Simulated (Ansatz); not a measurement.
What does this script print? It uses the Ansatz DFT code, driven from Python.

`run_gw.py`
```python
import ansatz as az
import numpy as np

config = {
    'functional': 'pbesol',
    'filling': 'fixed',
}


def main() -> None:
    vectors = np.array([
        [1.251122, 0.722335, 3.372934],
        [-1.251122, 0.722335, 3.372934],
        [0.0, -1.444671, 3.372934],
    ])
    crystal = (
        az.Lattice.of(vectors)
        .atom('B', [0.999671, 0.999671, 0.999671])
        .atom('N', [0.332762, 0.332762, 0.332762])
    )

    job = (
        crystal.calculation()
        .kpoints(6)
        .functional(config['functional'])
        .occupations(config['filling'])
        .gw(empty_bands=80, screening_cutoff=150, quasiparticle_bands=('v2', 'c2'))
    )
    events = []
    outcome = job.session().plan().execute(on_event=events.append, runs_dir='gw_run')
    gw = next(e['data'] for e in events if e['event'] == 'gw_qp')
    top = gw['frontier_bands']['highest_filled_band']
    print(' k band    E_KS   Sigma_x  Sigma_c     Vxc      Z    E_QP (eV)')
    for qp in gw['qp']:
        print(f'{qp["ik"]:2d} {qp["band"]:4d} {qp["eps_ks_ev"]:7.3f} {qp["sigma_x_ev"]:9.3f} {qp["sigma_c_at_ks_ev"]:8.3f} {qp["vxc_ev"]:8.3f} {qp["z"]:6.3f} {qp["e_qp_ev"]:8.3f}')
    for key, label in (('eps_ks_ev', 'Kohn-Sham'), ('e_qp_ev', 'G0W0')):
        filled = max(qp[key] for qp in gw['qp'] if qp['band'] <= top)
        empty = min(qp[key] for qp in gw['qp'] if qp['band'] > top)
        print(f'{label} gap on the mesh: {empty - filled:.3f} eV')
    print('static dielectric eigenvalues (RPA, this mesh):', [round(e, 3) for e in gw['screening'][0]['eps_tensor_eigenvalues']])


if __name__ == '__main__':
    main()
```

```console
$ python run_gw.py
DeckWarning: basis.ecutwfc = 420 eV, auto-derived from the records' recommended cutoffs: set by B (normal level)
 k band    E_KS   Sigma_x  Sigma_c     Vxc      Z    E_QP (eV)
 0    3   3.222   -23.639    3.152  -19.121  0.805    2.128
 0    4   3.222   -23.639    3.152  -19.121  0.805    2.128
 0    5   9.455    -4.836   -3.880   -9.222  0.850    9.885
 0    6  16.144    -8.141   -4.998  -15.215  0.824   17.840
 1    3   1.233   -23.457    3.520  -18.326  0.797   -0.040
 1    4   2.332   -23.456    3.312  -18.700  0.802    1.181
 1    5  10.482    -4.868   -3.967   -9.416  0.847   10.973
 1    6  15.789    -7.345   -5.796  -14.964  0.790   17.225
 2    3   0.973   -23.434    3.622  -18.240  0.797   -0.269
 2    4   2.503   -19.603    2.714  -15.542  0.795    1.440
 2    5  11.738    -6.915   -4.599  -12.764  0.819   12.755
 2    6  13.313    -5.675   -4.797  -11.566  0.826   14.212
 3    3   0.418   -23.477    3.761  -18.094  0.794   -0.859
 3    4   3.880   -20.165    2.457  -16.545  0.798    2.957
 3    5   9.705    -6.476   -4.379  -11.987  0.826   10.636
 3    6  14.345    -7.876   -4.949  -14.221  0.824   15.486
 4    3   1.263   -23.510    3.523  -18.380  0.797   -0.007
 4    4   2.314   -23.438    3.314  -18.676  0.802    1.160
 4    5  10.839    -5.173   -4.021   -9.842  0.844   11.385
 4    6  15.585    -7.643   -5.540  -14.995  0.801   17.027
 5    3   0.615   -23.157    3.619  -17.905  0.795   -0.672
 5    4   1.694   -19.303    2.906  -14.926  0.793    0.536
 5    5  12.191    -6.793   -4.449  -12.379  0.822   13.121
 5    6  14.101    -5.571   -5.218  -12.041  0.814   15.122
 6    3  -0.754   -23.370    3.965  -17.607  0.788   -2.157
 6    4   3.547   -19.584    2.417  -15.955  0.799    2.583
 6    5  10.211    -7.184   -4.442  -12.866  0.819   11.222
 6    6  15.844    -5.937   -5.042  -12.185  0.817   16.827
 7    3  -0.758   -23.363    3.964  -17.600  0.789   -2.161
 7    4   3.919   -20.211    2.417  -16.655  0.798    3.015
 7    5  10.141    -6.575   -4.546  -12.338  0.821   11.135
 7    6  14.826    -5.046   -4.654  -10.638  0.833   15.603
 8    3   0.625   -23.173    3.619  -17.924  0.795   -0.661
 8    4   2.177   -19.822    2.844  -15.598  0.792    1.091
 8    5  11.981    -4.560   -4.141   -9.348  0.845   12.526
 8    6  13.161    -7.116   -5.324  -14.027  0.800   14.420
 9    3   0.928   -23.393    3.629  -18.183  0.796   -0.321
 9    4   1.978   -19.059    2.779  -14.834  0.795    0.837
 9    5  11.142    -7.217   -4.443  -12.898  0.819   12.150
 9    6  14.069    -6.852   -4.902  -13.041  0.830   15.125
10    3  -0.823   -23.295    3.972  -17.511  0.788   -2.237
10    4   3.267   -19.324    2.461  -15.590  0.799    2.255
10    5   9.570    -6.880   -4.208  -12.184  0.825   10.471
10    6  16.063    -6.933   -5.160  -13.505  0.817   17.205
11    3  -2.620   -23.938    4.467  -17.285  0.774   -4.295
11    4   4.483   -20.461    2.339  -17.042  0.799    3.623
11    5   9.124    -6.192   -4.396  -11.689  0.826   10.029
11    6  16.624    -3.940   -4.709   -9.555  0.834   17.376
12    3   0.362   -23.427    3.769  -18.023  0.794   -0.925
12    4   3.296   -19.547    2.533  -15.724  0.799    2.271
12    5   8.671    -6.292   -4.024  -11.261  0.833    9.455
12    6  14.340    -8.101   -4.919  -14.448  0.826   15.507
13    3   3.217   -23.637    3.153  -19.116  0.805    2.123
13    4   3.217   -23.637    3.153  -19.116  0.805    2.123
13    5  10.606    -5.563   -4.048  -10.294  0.841   11.179
13    6  16.126    -8.132   -4.992  -15.197  0.825   17.819
14    3   1.228   -23.511    3.534  -18.362  0.797   -0.049
14    4   2.334   -23.460    3.312  -18.703  0.802    1.183
14    5  12.014    -6.146   -4.251  -11.295  0.832   12.758
14    6  15.758    -8.131   -5.217  -15.202  0.815   17.252
15    3   0.968   -23.430    3.623  -18.234  0.797   -0.275
15    4   1.739   -18.792    2.817  -14.487  0.795    0.563
15    5  11.813    -8.011   -4.620  -14.046  0.811   12.952
15    6  14.615    -7.681   -5.025  -14.168  0.822   15.810
16    3   0.404   -23.465    3.763  -18.076  0.794   -0.876
16    4   3.688   -19.854    2.462  -16.189  0.799    2.732
16    5   9.585    -6.726   -4.319  -12.181  0.825   10.519
16    6  14.208    -7.636   -4.858  -13.817  0.826   15.295
17    3   0.953   -23.415    3.625  -18.214  0.797   -0.292
17    4   2.636   -19.796    2.704  -15.770  0.794    1.593
17    5  11.657    -6.723   -4.737  -12.765  0.816   12.715
17    6  12.643    -5.233   -4.431  -10.533  0.837   13.368
18    3   1.270   -23.589    3.534  -18.444  0.797   -0.002
18    4   2.299   -23.423    3.317  -18.655  0.802    1.142
18    5  12.639    -6.763   -4.429  -12.268  0.824   13.521
18    6  15.578    -8.071   -5.173  -15.049  0.816   17.041
19    3   0.593   -23.027    3.610  -17.782  0.795   -0.697
19    4   0.852   -18.711    3.063  -14.028  0.792   -0.419
19    5  12.465    -8.183   -4.744  -14.412  0.806   13.652
19    6  16.353    -5.828   -5.457  -12.581  0.810   17.394
20    3  -0.786   -23.340    3.969  -17.565  0.788   -2.194
20    4   3.035   -18.896    2.452  -15.134  0.800    1.993
20    5  10.143    -7.740   -4.328  -13.323  0.818   11.164
20    6  16.501    -7.682   -5.218  -14.442  0.815   17.747
21    3  -0.792   -23.324    3.968  -17.551  0.788   -2.201
21    4   3.760   -20.019    2.436  -16.407  0.798    2.826
21    5   9.815    -6.497   -4.408  -12.050  0.824   10.754
21    6  15.066    -5.348   -4.755  -11.124  0.823   15.905
22    3   0.923   -23.389    3.630  -18.176  0.796   -0.327
22    4   1.283   -18.432    2.890  -13.975  0.795    0.047
22    5  11.306    -7.885   -4.473  -13.699  0.814   12.391
22    6  14.680    -8.100   -4.953  -14.570  0.825   15.920
23    3  -0.820   -23.303    3.972  -17.518  0.788   -2.234
23    4   2.910   -18.802    2.474  -14.993  0.800    1.847
23    5   9.807    -7.514   -4.207  -12.892  0.821   10.765
23    6  16.457    -7.761   -5.225  -14.559  0.816   17.728
24    3  -2.620   -23.939    4.467  -17.285  0.777   -4.295
24    4   4.481   -20.451    2.337  -17.033  0.799    3.622
24    5   9.132    -6.217   -4.398  -11.720  0.826   10.040
24    6  16.363    -3.791   -4.620   -9.263  0.838   17.073
25    3   0.376   -23.440    3.767  -18.041  0.794   -0.908
25    4   3.398   -19.562    2.501  -15.794  0.799    2.392
25    5   9.031    -6.552   -4.123  -11.698  0.830    9.877
25    6  14.282    -7.958   -4.900  -14.250  0.826   15.421
26    3   3.209   -23.631    3.156  -19.104  0.805    2.112
26    4   3.209   -23.631    3.156  -19.104  0.805    2.112
26    5  12.993    -6.814   -4.554  -12.469  0.821   13.892
26    6  16.090    -8.113   -4.983  -15.160  0.825   17.778
27    3   1.223   -23.555    3.542  -18.393  0.797   -0.057
27    4   2.318   -23.445    3.315  -18.682  0.802    1.164
27    5  13.704    -7.837   -4.858  -14.140  0.805   14.859
27    6  15.544    -8.161   -5.034  -14.977  0.822   16.996
28    3   0.943   -23.408    3.627  -18.202  0.796   -0.304
28    4   1.170   -18.328    2.913  -13.828  0.795   -0.080
28    5  11.711    -8.311   -4.612  -14.381  0.808   12.881
28    6  14.777    -8.207   -4.937  -14.667  0.825   16.023
29    3   1.244   -23.584    3.541  -18.427  0.797   -0.034
29    4   2.300   -23.427    3.317  -18.658  0.802    1.144
29    5  13.911    -8.102   -4.997  -14.655  0.800   15.146
29    6  15.531    -8.207   -5.004  -14.991  0.823   16.983
30    3   0.459   -18.324    3.128  -13.514  0.791   -0.859
30    4   0.589   -23.104    3.619  -17.845  0.795   -0.704
30    5  12.589    -8.500   -4.840  -14.914  0.802   13.841
30    6  16.751    -7.925   -5.002  -14.707  0.824   18.205
31    3   3.204   -23.628    3.157  -19.100  0.805    2.107
31    4   3.204   -23.628    3.157  -19.100  0.805    2.107
31    5  14.457    -7.611   -5.039  -14.146  0.801   15.645
31    6  16.072    -8.104   -4.978  -15.142  0.825   17.756
Kohn-Sham gap on the mesh: 4.188 eV
G0W0 gap on the mesh: 5.832 eV
static dielectric eigenvalues (RPA, this mesh): [2.483, 4.603, 4.603]
```
(Warnings from the package without file and line.)

What to keep in mind:
- Total energies depend on the potentials; only differences at equal settings carry meaning. A total without «per atom» is that of the whole cell that was run.
- The k-point mesh is coarse, and energy and stress weren't tested for convergence.
- This cell is a computed structure, which may not be the phase found in nature.
- Mesh, empty bands and screening cutoff are small, so the quasiparticle gap isn't converged, and it is read on the mesh points alone. Spin-orbit coupling is left out, which matters for heavy elements.
- It ran for 120 s on 1 thread of Arm Neoverse V2 (shared host), peak memory 0.47 GiB.
